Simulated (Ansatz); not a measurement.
Relaxed bulk TiSi$_{2}$:

```
Ti Si
1.0
     0.00000    4.11599    4.25811
     2.39034    0.00000    4.25811
     2.39034    4.11599    0.00000
Ti Si
2 4
Direct
  0.75000 0.75000 0.75000
  0.50000 0.50000 0.50000
  0.08733 0.41267 0.08733
  0.41267 0.08733 0.41267
  0.16267 0.83733 0.16267
  0.83733 0.16267 0.83733
```

Miller indices refer to the conventional cell of Fddd (No. 70), a = 4.781 Å, b = 8.232 Å, c = 8.516 Å, α = 90.00°, β = 90.00°, γ = 90.00°.

The (010) slab of 18 planes, 11.7 Å thick with 15 Å of vacuum as cut; outer planes Si (top) and Si (bottom).

The calculation used Ansatz 0.2.0, DFT r2SCAN, scalar-relativistic, plane waves, PAW. Settings: cutoff 500 eV, Γ-centred mesh 8×8×1 on the computed 18-atom cell, Gaussian smearing of 0.10 eV; no spin polarisation. The cell repeats along c with a dipole correction in the vacuum.

The slab's middle planes relax by over 3 % too, so it holds no bulk-like region.

Results for the relaxed slab:

```
Surface energy (mean of both faces) : 1.95 J/m²
Work function                       : 4.68 eV
```

Relaxation lowers the energy by 0.130 J/m² a face; the largest move is 0.197 Å.

```csv
plane (bottom to top),atoms,"spacing to next, bulk (Å)",relaxed (Å),change (%)
1,Si,0.719,0.577,-19.7
2,Ti,0.719,0.655,-8.9
3,Si,0.620,0.440,-29.0
4,Si,0.719,0.974,+35.5
5,Ti,0.719,0.666,-7.3
6,Si,0.620,0.588,-5.1
7,Si,0.719,0.685,-4.7
8,Ti,0.719,0.772,+7.5
9,Si,0.620,0.633,+2.0
10,Si,0.719,0.772,+7.5
11,Ti,0.719,0.685,-4.7
12,Si,0.620,0.588,-5.1
13,Si,0.719,0.666,-7.3
14,Ti,0.719,0.974,+35.5
15,Si,0.620,0.440,-29.0
16,Si,0.719,0.655,-8.9
17,Ti,0.719,0.577,-19.7
18,Si,,,
```